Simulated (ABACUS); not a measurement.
# Bi under changes of volume

One of the cells (35.070 Å³/atom); the others are scaled copies at fixed shape and fractional positions:

```
CELL_PARAMETERS angstrom
2.26750 1.30914 3.93800
-2.26750 1.30914 3.93800
0.00000 -2.61828 3.93800
ATOMIC_POSITIONS crystal
Bi 0.76600 0.76600 0.76600
Bi 0.23400 0.23400 0.23400
```

```yaml
Program: ABACUS 3.10.1
Functional: PBE
Potentials_or_basis: PseudoDojo NC SR 0.4.1 PBE standard
Cutoff: 1361 eV
Density_cutoff: 5442 eV
Basis: DZP LCAO (the cutoffs set its grid)
k_mesh: 7 × 7 × 7
Occupations: fermi-dirac, width 0.05 eV
Spin: no spin polarisation
```

```csv
volume (Å³/atom),energy over the lowest point (meV/atom),pressure (GPa),gap on the mesh (eV),largest force (eV/Å)
32.965,84.30,7.0,0.32,0.647
33.667,56.97,5.5,0.31,0.529
34.368,35.67,4.2,0.30,0.420
35.070,19.90,3.0,0.29,0.318
35.771,?,?,?,?
36.472,2.54,1.0,0.27,0.138
37.174,0.00,0.2,0.26,0.057
```

Task: What does the run at 35.771 Å³/atom give?

Result: Energy over the lowest point 9.05 meV/atom; pressure 2.0 GPa; gap on the mesh 0.28 eV; largest force 0.225 eV/Å.

Worked out: A Birch-Murnaghan fit of order 3 (a polynomial in V^(-2/3)) to the other rows has its minimum at 37.31 Å³/atom, just outside them, with B0 = V·E''(V) = 42 GPa and B' = 4.6 at fixed shape and positions, which overstates the stiffness. It gives 9.01 meV/atom at 35.771 Å³/atom, against the run's 9.05, and -dE/dV = 2.0 GPa, against 2.0. A straight line through the other rows of the gap, of slope -0.5 eV per unit of ln V, gives 0.28 eV, against the run's 0.28.

Energies are extrapolated to zero smearing.

Caveats: the atomic orbitals were generated for these runs and aren't a published set; spin-orbit coupling is left out, which as a rule narrows the gap of such compounds by several tenths of an eV; an odd mesh through Γ misses points on the zone boundary, where band edges often lie; the basis of atomic orbitals isn't converged, which shifts pressures, moduli and gaps.
